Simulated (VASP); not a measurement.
# BaHfO3 (Pm-3m) in VASP: Born charges and dielectric tensor with LDA

Aim: the Born charges and dielectric tensor of BaHfO3 with LDA.

Everything below comes from runs of VASP 6.6.1. Logs are shortened: lines on timing, memory, paths and dates and some standing lists are left out, and cuts for length are marked.

## Step 1: The structure

The structure is cubic, space group Pm-3m (No. 221). The conventional cell has a = 4.170 Å, b = 4.170 Å, c = 4.170 Å, α = 90.00°, β = 90.00°, γ = 90.00°. Around Ba (site symmetry m-3m) lie 12 O at 2.95 Å. Hf (site symmetry m-3m) is surrounded by 6 O at 2.08 Å. O (site symmetry 4/mmm) is surrounded by 2 Hf at 2.08 Å.

The cell comes from a database or a generator and needn't be the stable form of this composition.

## Step 2: Born charges and dielectric tensor, LDA

Contents of INCAR:

```
PREC     = Accurate       # precision mode
ENCUT    = 600            # plane-wave cutoff, eV
EDIFF    = 1E-8           # SCF threshold, eV
ISMEAR   = 0              # smearing method
SIGMA    = 0.02           # smearing width, eV
LREAL    = F              # projectors in reciprocal space
LASPH    = T              # aspherical terms in the spheres
NELM     = 100            # most SCF steps
ALGO     = Normal         # electronic algorithm
ISIF     = 2              # what is computed and relaxed
LWAVE    = F              # write WAVECAR
LCHARG   = F              # write CHGCAR
LEPSILON = T              # dielectric tensor by DFPT
IBRION   = 8              # ionic algorithm
NSW      = 1              # ionic steps
```

Contents of KPOINTS:

```
regular mesh
0
Gamma
  6 6 6
```

Contents of POSCAR:

```
BaHfO3
1.0
    4.1698367400      0.0000000000      0.0000000000
    0.0000000000      4.1698367400      0.0000000000
    0.0000000000      0.0000000000      4.1698367400
Ba Hf O
1 1 3
Direct
    0.5000000000      0.5000000000      0.5000000000
    0.0000000000      0.0000000000      0.0000000000
    0.0000000000      0.5000000000      0.0000000000
    0.5000000000      0.0000000000      0.0000000000
    0.0000000000      0.0000000000      0.5000000000
```

Potentials or basis: VASP PAW LDA potentials, release 64 (Ba_sv, Hf_pv, O).

Started as:

```console
> cat potpaw_LDA.64/Ba_sv/POTCAR potpaw_LDA.64/Hf_pv/POTCAR potpaw_LDA.64/O/POTCAR > POTCAR
> mpirun -np 1 vasp_std > vasp.out
```

OUTCAR:

```text
PREC = Accurate
   ENCUT = 600
   EDIFF = 1E-8
   ISMEAR = 0
   LREAL = F
   LASPH = T
   NELM = 100
   ISIF = 2
   LEPSILON = T
   IBRION = 8
   NSW = 1

 ion  position               nearest neighbor table
   1  0.500  0.500  0.500-   3 2.95   4 2.95   5 2.95   3 2.95   4 2.95   4 2.95   5 2.95   4 2.95
                             3 2.95   5 2.95   3 2.95   5 2.95   2 3.61   2 3.61   2 3.61   2 3.61
   2  0.000  0.000  0.000-   3 2.08   4 2.08   5 2.08   5 2.08   3 2.08   4 2.08   1 3.61   1 3.61
                             1 3.61   1 3.61   1 3.61   1 3.61   1 3.61   1 3.61
   3  0.000  0.500  0.000-   2 2.08   2 2.08   1 2.95   1 2.95   1 2.95   1 2.95
   4  0.500  0.000  0.000-   2 2.08   2 2.08   1 2.95   1 2.95   1 2.95   1 2.95
   5  0.000  0.000  0.500-   2 2.08   2 2.08   1 2.95   1 2.95   1 2.95   1 2.95

  LATTYP: Found a simple cubic cell.
 ALAT       =     4.1698367400

  Lattice vectors:

 A1 = (   4.1698367400,   0.0000000000,   0.0000000000)
 A2 = (   0.0000000000,   4.1698367400,   0.0000000000)
 A3 = (   0.0000000000,   0.0000000000,   4.1698367400)

Analysis of symmetry for initial positions (statically):
=====================================================================
 Subroutine PRICEL returns:
 Original cell was already a primitive cell.

 Routine SETGRP: Setting up the symmetry group for a
 simple cubic supercell.

 Subroutine GETGRP returns: Found 48 space group operations
 (whereof 48 operations were pure point group operations)
 out of a pool of 48 trial point group operations.

The static configuration has the point symmetry O_h .

Analysis of symmetry for dynamics (positions and initial velocities):
=====================================================================
 Subroutine PRICEL returns:
 Original cell was already a primitive cell.

 Routine SETGRP: Setting up the symmetry group for a
 simple cubic supercell.

 Subroutine GETGRP returns: Found 48 space group operations
 (whereof 48 operations were pure point group operations)
 out of a pool of 48 trial point group operations.

The dynamic configuration has the point symmetry O_h .

 Subroutine INISYM returns: Found 48 space group operations
 (whereof 48 operations are pure point group operations),
 and found     1 'primitive' translations

----------------------------------------------------------------------------------------

                                     Primitive cell

  volume of cell :      72.5032

  direct lattice vectors                    reciprocal lattice vectors
     4.169836740  0.000000000  0.000000000     0.239817543  0.000000000  0.000000000
     0.000000000  4.169836740  0.000000000     0.000000000  0.239817543  0.000000000
     0.000000000  0.000000000  4.169836740     0.000000000  0.000000000  0.239817543

  length of vectors
     4.169836740  4.169836740  4.169836740     0.239817543  0.239817543  0.239817543

  position of ions in fractional coordinates (direct lattice)
     0.500000000  0.500000000  0.500000000
     0.000000000  0.000000000  0.000000000
     0.000000000  0.500000000  0.000000000
     0.500000000  0.000000000  0.000000000
     0.000000000  0.000000000  0.500000000

  ion indices of the primitive-cell ions
   primitive index   ion index
                 1           1
                 2           2
                 3           3
                 4           4
                 5           5

----------------------------------------------------------------------------------------

 KPOINTS: regular mesh

Automatic generation of k-mesh.
 Grid dimensions read from file:
 generate k-points for:    6    6    6

[... 695 lines left out ...]
     0.00000  0.00102 -0.00000
     0.00000 -0.00000 -0.00216

[... ionic steps 4 to 9 ...]

--------------------------------------- Ionic step       10  -------------------------------------------

------------------------ aborting loop because EDIFF is reached ----------------------------------------

--------------------------------------- Ionic step       11  -------------------------------------------

 Free energy of the ion-electron system (eV)
  ---------------------------------------------------
  ---------------------------------------------------
  free energy    TOTEN  =        -0.37045900 eV

  energy without entropy =       -0.37045900

------------------------ aborting loop because EDIFF is reached ----------------------------------------

 INTERNAL STRAIN TENSOR  FOR ION    3  DIRECTION 2   (eV/Angst):
 -----------------------------------------------------------------------------
    -0.00939  0.00000 -0.00000
     0.00000  0.03769 -0.00000
    -0.00000  0.00000 -0.00939

 MACROSCOPIC STATIC DIELECTRIC TENSOR (including local field effects in DFT)
 ------------------------------------------------------
           4.735824     0.000000     0.000000
          -0.000000     4.735824     0.000000
          -0.000000    -0.000000     4.735824
 ------------------------------------------------------

 PIEZOELECTRIC TENSOR (including local field effects)  for field in x, y, z        (e  Angst)
          XX          YY          ZZ          XY          YZ          ZX
  --------------------------------------------------------------------------------
  x     0.00000     0.00000     0.00000     0.00000     0.00000     0.00000
  y     0.00000     0.00000     0.00000     0.00000     0.00000     0.00000
  z     0.00000     0.00000     0.00000     0.00000     0.00000     0.00000

 PIEZOELECTRIC TENSOR (including local field effects)  for field in x, y, z        (C/m^2)
          XX          YY          ZZ          XY          YZ          ZX
  --------------------------------------------------------------------------------
  x     0.00000     0.00000     0.00000     0.00000     0.00000     0.00000
  y     0.00000     0.00000     0.00000     0.00000     0.00000     0.00000
  z     0.00000     0.00000     0.00000     0.00000     0.00000     0.00000

 BORN EFFECTIVE CHARGES (including local field effects) (in |e|, cummulative output)
 ---------------------------------------------------------------------------------
 ion    1
    1     2.73275    -0.00000     0.00000
    2     0.00000     2.73275    -0.00000
    3     0.00000     0.00000     2.73275
 ion    2
    1     5.85205     0.00000     0.00000
    2     0.00000     5.85205     0.00000
    3     0.00000     0.00000     5.85205
 ion    3
    1    -2.00896     0.00000     0.00000
    2    -0.00000    -4.56688    -0.00000
    3     0.00000     0.00000    -2.00896
 ion    4
    1    -4.56688    -0.00000    -0.00000
    2     0.00000    -2.00896     0.00000
    3     0.00000     0.00000    -2.00896
 ion    5
    1    -2.00896     0.00000     0.00000
    2    -0.00000    -2.00896    -0.00000
    3     0.00000     0.00000    -4.56688

 INTERNAL STRAIN TENSOR FOR ION    5 for displacements in x,y,z  (eV/Angst):
          X           Y           Z          XY          YZ          ZX
  --------------------------------------------------------------------------------
  x     0.00000     0.00000     0.00000     0.00000     0.00000     0.00000
  y     0.00000     0.00000     0.00000     0.00000     0.00000     0.00000
  z     0.00000     0.00000     0.00000     0.00000     0.00000     0.00000

 SECOND DERIVATIVES (NOT SYMMETRIZED)
 ------------------------------------
               1X          1Y          1Z          2X          2Y          2Z          3X          3Y          3Z          4X          4Y          4Z          5X          5Y          5Z
  1X    -3.735141    0.000000    0.000000    3.520425    0.000000   -0.000000   -0.484186   -0.000000    0.000000    1.183089   -0.000000    0.000000   -0.484186    0.000000   -0.000000
  1Y     0.000000   -3.735141   -0.000000   -0.000000    3.520425   -0.000000   -0.000000    1.183089    0.000000   -0.000000   -0.484186    0.000000    0.000000   -0.484186   -0.000000
  1Z    -0.000000    0.000000   -3.735141   -0.000000   -0.000000    3.520425    0.000000   -0.000000   -0.484186   -0.000000    0.000000   -0.484186    0.000000    0.000000    1.183089
  2X     3.520852    0.000000    0.000000   -9.209153   -0.000000    0.000000    0.805429    0.000000    0.000000    4.077443    0.000000   -0.000000    0.805429   -0.000000    0.000000
  2Y     0.000000    3.520852    0.000000   -0.000000   -9.209153    0.000000    0.000000    4.077443    0.000000    0.000000    0.805429   -0.000000   -0.000000    0.805429   -0.000000
  2Z     0.000000    0.000000    3.520852    0.000000    0.000000   -9.209153    0.000000    0.000000    0.805429    0.000000    0.000000    0.805429    0.000000    0.000000    4.077443
  3X    -0.484137    0.000000    0.000000    0.800486    0.000000    0.000000   -3.223628    0.000000    0.000000    3.464793    0.000000    0.000000   -0.557513    0.000000    0.000000
  3Y    -0.000000    1.180343    0.000000    0.000000    4.076018    0.000000    0.000000  -12.183758   -0.000000    0.000000    3.463699   -0.000000    0.000000    3.463699   -0.000000
  3Z     0.000000    0.000000   -0.484137    0.000000    0.000000    0.800486    0.000000    0.000000   -3.223628    0.000000    0.000000   -0.557513    0.000000    0.000000    3.464793
  4X     1.180343   -0.000000    0.000000    4.076018    0.000000    0.000000    3.463699    0.000000    0.000000  -12.183758    0.000000    0.000000    3.463699    0.000000    0.000000
  4Y     0.000000   -0.484137    0.000000    0.000000    0.800486    0.000000    0.000000    3.464793    0.000000    0.000000   -3.223628    0.000000    0.000000   -0.557513    0.000000
  4Z     0.000000    0.000000   -0.484137    0.000000    0.000000    0.800486    0.000000    0.000000   -0.557513    0.000000    0.000000   -3.223628    0.000000    0.000000    3.464793
  5X    -0.484137    0.000000    0.000000    0.800486    0.000000    0.000000   -0.557513    0.000000    0.000000    3.464793    0.000000    0.000000   -3.223628    0.000000    0.000000
  5Y     0.000000   -0.484137    0.000000    0.000000    0.800486    0.000000    0.000000    3.464793    0.000000    0.000000   -0.557513    0.000000    0.000000   -3.223628    0.000000
  5Z    -0.000000   -0.000000    1.180343    0.000000    0.000000    4.076018   -0.000000   -0.000000    3.463699   -0.000000    0.000000    3.463699   -0.000000   -0.000000  -12.183758

 Eigenvectors and eigenvalues of the dynamical matrix
 ----------------------------------------------------

   1 f  =   14.891982 THz    93.569080 2PiTHz  496.743038 cm-1    61.588260 meV
             X         Y         Z           dx          dy          dz
      2.084918  2.084918  2.084918     0.000000    0.000000   -0.031060
      0.000000  0.000000  0.000000     0.000000    0.000000   -0.069849
      0.000000  2.084918  0.000000     0.000000   -0.000000   -0.291765
      2.084918  0.000000  0.000000    -0.000000    0.000000   -0.291765
      0.000000  0.000000  2.084918     0.000000    0.000000    0.907691
[... 105 lines left out ...]
  15 f/i=    0.002586 THz     0.016248 2PiTHz    0.086256 cm-1     0.010694 meV
             X         Y         Z           dx          dy          dz
      2.084918  2.084918  2.084918     0.313290   -0.527779    0.021288
      0.000000  0.000000  0.000000     0.357296   -0.601913    0.024279
      0.000000  2.084918  0.000000     0.107143   -0.180416    0.007280
      2.084918  0.000000  0.000000     0.107095   -0.180497    0.007280
      0.000000  0.000000  2.084918     0.107143   -0.180497    0.007277

--------------------------------------------------------------------------------------------------------

 MACROSCOPIC STATIC DIELECTRIC TENSOR IONIC CONTRIBUTION
 ------------------------------------------------------
          39.929391    -0.000000     0.000000
          -0.000000    39.929391     0.000000
           0.000000     0.000000    39.929391
 ------------------------------------------------------

 ELASTIC MODULI CONTR FROM IONIC RELAXATION (kBar)
 Direction    XX          YY          ZZ          XY          YZ          ZX
 --------------------------------------------------------------------------------
 XX           0.0000      0.0000      0.0000      0.0000      0.0000      0.0000
 YY           0.0000      0.0000      0.0000      0.0000      0.0000      0.0000
 ZZ           0.0000      0.0000      0.0000      0.0000      0.0000      0.0000
 XY           0.0000      0.0000      0.0000      0.0000      0.0000      0.0000
 YZ           0.0000      0.0000      0.0000      0.0000      0.0000      0.0000
 ZX           0.0000      0.0000      0.0000      0.0000      0.0000      0.0000
 --------------------------------------------------------------------------------

 PIEZOELECTRIC TENSOR IONIC CONTR  for field in x, y, z        (C/m^2)
          XX          YY          ZZ          XY          YZ          ZX
  --------------------------------------------------------------------------------
  x     0.00000     0.00000     0.00000     0.00000     0.00000     0.00000
  y     0.00000     0.00000     0.00000     0.00000     0.00000     0.00000
  z     0.00000     0.00000     0.00000     0.00000     0.00000     0.00000
```

Run time: 13 min. Hardware: 1 thread of AMD EPYC 9R45 (Zen 5), shared host; peak memory 0.55 GiB.

Results:

- Band gap on the k mesh: 3.41 eV, indirect (least direct gap 3.62 eV)
- Electronic dielectric tensor (diagonal): 4.74
- Born charges (mean of the diagonal): Ba +2.73; Hf +5.85; O -2.86 e
- Highest phonon frequency at Γ, LO-TO splitting left out: 497 cm⁻¹

Phonon frequencies in cm⁻¹ (negative: imaginary):
```csv
q point,frequencies
"(0.000, 0.000, 0.000)",0 0 0 103 103 103 188 188 188 213 213 213 497 497 497
```

Electronic dielectric tensor:
```
4.74 0.00 0.00
0.00 4.74 0.00
0.00 0.00 4.74
```

Born effective charge tensors (e):
atom 1, Ba
```
2.73 0.00 0.00
0.00 2.73 0.00
0.00 0.00 2.73
```
atom 2, Hf
```
5.85 0.00 0.00
0.00 5.85 0.00
0.00 0.00 5.85
```
atom 3, O
```
-2.01  0.00  0.00
 0.00 -4.57  0.00
 0.00  0.00 -2.01
```
atom 4, O
```
-4.57  0.00  0.00
 0.00 -2.01  0.00
 0.00  0.00 -2.01
```
atom 5, O
```
-2.01  0.00  0.00
 0.00 -2.01  0.00
 0.00  0.00 -4.57
```

Caveat: spin-orbit coupling is left out, which moves the levels of the heavy elements.
